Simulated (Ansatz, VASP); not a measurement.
**Sb in VASP and in Ansatz**

```xyz
1
Lattice="3.2220 0.0000 0.0000 0.0000 3.2220 0.0000 0.0000 0.0000 3.2220" Properties=species:S:1:pos:R:3 pbc="T T T"
Sb    0.0000    0.0000    0.0000
```

Change from the starting cell: volume scaled by 1.06.

Alike in both runs: task single point; functional PBEsol; k mesh 13 × 13 × 13; occupations fermi-dirac, width 0.05 eV; no spin polarisation.

|  | VASP | Ansatz |
| --- | --- | --- |
| version | VASP 6.6.1 | Ansatz 0.2.0 |
| potentials or method | VASP PAW PBE potentials, release 64 (Sb), cutoff 520 eV | all-electron LAPW, scalar-relativistic |

|  | VASP | Ansatz | Ansatz less VASP |
| --- | --- | --- | --- |
| pressure (GPa) | -6.9 | -6.9 | 0.00 |

Ansatz ran all-electron here, so the differences hold the error of VASP's frozen core and of both bases.

Caveats: the PAW data sets were made with another functional, which shifts forces and pressure a little (VASP). The runs have no spin-orbit coupling, so splittings on Sb are missing.
